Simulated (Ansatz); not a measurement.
## C: a jump of C

Theory: DFT PBE, scalar-relativistic, plane waves, PAW (Ansatz 0.2.0). Settings: 420 eV cutoff, 4×4×3 k-mesh, Gaussian smearing of 0.10 eV, no spin polarisation.

In a supercell of 28 host sites, interstitial C hops to an equivalent place, moving 1.88 Å between the relaxed ends. Climbing-image nudged elastic band at fixed cell with images 0 (start) to 6 (end), the path measured over all atoms, converged to 0.05 eV/Å; the order of the saddle wasn't checked, and the small cell leaves errors of about a tenth of an eV.

Start:

```yaml
crystal:
  lattice:
    - [6.16633, 2.13608, 0.00000]
    - [-1.23327, -6.40824, 0.00000]
    - [0.00000, 0.00000, -8.46545]
  atoms:
    - { symbol: C, position: [0.13363, 0.64828, 0.71481] }
    - { symbol: C, position: [0.55834, 0.79618, 0.71175] }
    - { symbol: C, position: [0.27510, 0.36627, 0.70556] }
    - { symbol: C, position: [0.98920, 0.94555, 0.74097] }
    - { symbol: C, position: [0.69593, 0.50423, 0.71104] }
    - { symbol: C, position: [0.41494, 0.08042, 0.70878] }
    - { symbol: C, position: [0.84306, 0.22297, 0.70970] }
    - { symbol: C, position: [0.15025, 0.76879, 0.25980] }
    - { symbol: C, position: [0.57894, 0.91166, 0.25919] }
    - { symbol: C, position: [0.29318, 0.48309, 0.25903] }
    - { symbol: C, position: [0.00747, 0.05452, 0.25999] }
    - { symbol: C, position: [0.72183, 0.62595, 0.25970] }
    - { symbol: C, position: [0.43595, 0.19735, 0.25920] }
    - { symbol: C, position: [0.86461, 0.34033, 0.25933] }
    - { symbol: C, position: [0.08359, 0.41365, 0.70975] }
    - { symbol: C, position: [0.51170, 0.55619, 0.70884] }
    - { symbol: C, position: [0.23071, 0.13236, 0.71112] }
    - { symbol: C, position: [0.93741, 0.69103, 0.74086] }
    - { symbol: C, position: [0.65154, 0.27032, 0.70545] }
    - { symbol: C, position: [0.36830, 0.84044, 0.71173] }
    - { symbol: C, position: [0.79302, 0.98837, 0.71482] }
    - { symbol: C, position: [0.34075, 0.72121, 0.25921] }
    - { symbol: C, position: [0.76945, 0.86408, 0.25973] }
    - { symbol: C, position: [0.48374, 0.43552, 0.25917] }
    - { symbol: C, position: [0.19788, 0.00692, 0.25979] }
    - { symbol: C, position: [0.91224, 0.57836, 0.25997] }
    - { symbol: C, position: [0.62651, 0.14978, 0.25903] }
    - { symbol: C, position: [0.05509, 0.29255, 0.25935] }
    - { symbol: C, position: [0.96321, 0.81819, 0.89721] }
```

Atom 29 jumps to (3.993, -4.818, 0.870) Å.

Question: Give the energy along the band and the structure at its top.

Answer:
| image | path (Å) | E − E(0) (eV) | C x (Å) | C y (Å) | C z (Å) | force on C (eV/Å) |
| --- | --- | --- | --- | --- | --- | --- |
| 0 | 0.00 | 0.000 | 4.930 | -3.186 | 0.870 | 0.01 |
| 1 | 0.82 | 0.002 | 4.901 | -3.342 | 0.877 | 0.00 |
| 2 | 1.65 | 0.009 | 4.863 | -3.502 | 0.894 | 0.02 |
| 3 | 2.47 | 0.400 | 4.499 | -4.082 | 0.949 | 0.02 |
| 4 | 3.22 | 0.007 | 4.213 | -4.620 | 0.891 | 0.02 |
| 5 | 3.98 | 0.002 | 4.102 | -4.724 | 0.876 | 0.00 |
| 6 | 4.73 | 0.000 | 3.993 | -4.818 | 0.870 | 0.01 |

Barrier 0.40 eV. Image 3:
```yaml
crystal:
  lattice:
    - [6.16633, 2.13608, 0.00000]
    - [-1.23327, -6.40824, 0.00000]
    - [0.00000, 0.00000, -8.46545]
  atoms:
    - { symbol: C, position: [0.13000, 0.70890, 0.72128] }
    - { symbol: C, position: [0.55437, 0.85146, 0.70927] }
    - { symbol: C, position: [0.27694, 0.42724, 0.69949] }
    - { symbol: C, position: [0.00003, 0.00659, 0.72347] }
    - { symbol: C, position: [0.70007, 0.56678, 0.70723] }
    - { symbol: C, position: [0.41843, 0.14161, 0.70070] }
    - { symbol: C, position: [0.84546, 0.28328, 0.72135] }
    - { symbol: C, position: [0.14937, 0.71466, 0.26259] }
    - { symbol: C, position: [0.57803, 0.85738, 0.26333] }
    - { symbol: C, position: [0.29215, 0.42881, 0.26247] }
    - { symbol: C, position: [0.00641, 0.00023, 0.26451] }
    - { symbol: C, position: [0.72080, 0.57190, 0.26326] }
    - { symbol: C, position: [0.43502, 0.14314, 0.26239] }
    - { symbol: C, position: [0.86364, 0.28601, 0.26259] }
    - { symbol: C, position: [0.08293, 0.47251, 0.71573] }
    - { symbol: C, position: [0.50959, 0.61442, 0.70187] }
    - { symbol: C, position: [0.23805, 0.19460, 0.69320] }
    - { symbol: C, position: [0.93653, 0.75509, 0.72721] }
    - { symbol: C, position: [0.65652, 0.33139, 0.70756] }
    - { symbol: C, position: [0.36782, 0.89925, 0.71033] }
    - { symbol: C, position: [0.79325, 0.04148, 0.72598] }
    - { symbol: C, position: [0.33987, 0.66697, 0.26244] }
    - { symbol: C, position: [0.76843, 0.80987, 0.26452] }
    - { symbol: C, position: [0.48270, 0.38130, 0.26246] }
    - { symbol: C, position: [0.19686, 0.95271, 0.26329] }
    - { symbol: C, position: [0.91123, 0.52415, 0.26256] }
    - { symbol: C, position: [0.62551, 0.09547, 0.26258] }
    - { symbol: C, position: [0.05408, 0.23827, 0.26330] }
    - { symbol: C, position: [0.91818, 0.94300, 0.88792] }
```

Cost: 1 run of about 36 core-minutes, on Intel Xeon Platinum 8375C (Ice Lake) (shared hosts).